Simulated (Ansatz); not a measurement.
All-electron card of CdTe

```
Cd Te
1.0
     0.00000    3.20500    3.20500
     3.20500    0.00000    3.20500
     3.20500    3.20500    0.00000
Cd Te
1 1
Direct
  0.00000 0.00000 0.00000
  0.75000 0.75000 0.75000
```

Atom numbers follow the list: Cd1, Te2.

The conventional cell has a = 6.410 Å, b = 6.410 Å, c = 6.410 Å, α = 90.00°, β = 90.00°, γ = 90.00°. Cd (atom 1) has 4 Te at 2.78 Å as nearest neighbours. Te (atom 2) is surrounded by 4 Cd at 2.78 Å.

The cell is COD entry 1010539, as deposited and not checked against the literature; nothing was relaxed. It differs from other determinations.

No spin–orbit coupling, which matters for the heavy atoms here.

All numbers are computed: DFT, PBE, all-electron LAPW, scalar-relativistic (Ansatz 0.2.0); DFT, PBE, PAW with Ansatz's default frozen-core files, scalar-relativistic (Ansatz 0.2.0).

For LAPW: a Γ-centred 9×9×9 k mesh, Fermi–Dirac smearing of 0.08 eV, basis error target 1 meV/atom, no spin polarisation. PAW takes a cutoff of 420 eV at this cell. The Ansatz runs share mesh, smearing and spin set-up. Values come from LAPW unless marked.

```yaml
Pressure_at_this_cell: 4.25 GPa
Band_gap: 0.87 eV, direct at Γ
Löwdin_charges_with_0.22_e_of_the_cell_spilling_out_of_the_atomic_basis_so_their_sizes_and_signs_hang_on_that_basis: Cd1 1.17, Te2 -0.95 e
Bader_charges_from_the_PAW_run: Cd1 +0.50, Te2 -0.50 e
Volume_per_atom: 32.92 Å³
```
